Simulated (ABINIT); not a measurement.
Runs of ABINIT 10.8.3 (patched build) on AlN. The structure is hexagonal, space group P6_3mc (No. 186). The conventional cell has a = 3.113 Å, b = 3.113 Å, c = 4.981 Å, α = 90.00°, β = 90.00°, γ = 120.00°. Al (site symmetry 3m) is surrounded by 4 N at 1.89 Å. Around N (site symmetry 3m) lie 4 Al at 1.89 Å. 

| level | cell | k mesh | cell freedom (optcell) | optimiser (ionmov) | force stop (Ha/bohr) | optimiser | force threshold (eV/Å) | gap on the mesh (eV) | pressure (GPa) | relaxed volume (Å³/atom) | largest force (eV/Å) |
| --- | --- | --- | --- | --- | --- | --- | --- | --- | --- | --- | --- |
| PBE | relaxed to 20 GPa | 10 × 10 × 6 | 2 | 2 | 5e-05 | - | - | 4.73 | 20.0 | - | - |
| PBE+D4 | relaxed | 8 × 8 × 5 | - | - | - | BFGS | 0.05 | 4.19 | -0.2 | 10.44 | - |
| PBE | relaxed to 30 GPa | 10 × 10 × 6 | 2 | 2 | 5e-05 | - | - | 5.01 | 30.0 | - | - |
| PBE+D3(BJ) | relaxed | 8 × 8 × 5 | - | - | - | BFGS | 0.05 | 4.18 | 0.0 | 10.45 | - |
| PBE | relaxed | 10 × 10 × 6 | 2 | 2 | 5e-05 | - | - | (c) | 0.0 | 10.67 | - |
| PBE+D3 | relaxed | 8 × 8 × 5 | - | - | - | BFGS | 0.05 | (a) | 0.7 | - | 0.02 |
| PBE | relaxed to 10 GPa | 10 × 10 × 6 | 2 | 2 | 5e-05 | - | - | 4.39 | 10.0 | - | - |
| PBE | relaxed to 5 GPa | 10 × 10 × 6 | 2 | 2 | 5e-05 | - | - | 4.21 | 5.0 | - | - |
| PBE | relaxed | 8 × 8 × 5 | - | - | - | BFGS | 0.05 | 3.99 | -0.1 | (b) | 0.03 |

Alike in all rows: task relaxation of cell and atoms; potentials or basis JTH PAW PBE v2.0; no spin polarisation; cutoff (eV) 707; smearing fermi-dirac 0.05 eV.

Problem. Fill in the values left out.

Solution. (a) 4.15; (b) 10.68; (c) 4.00.

A k mesh can miss the band edges.
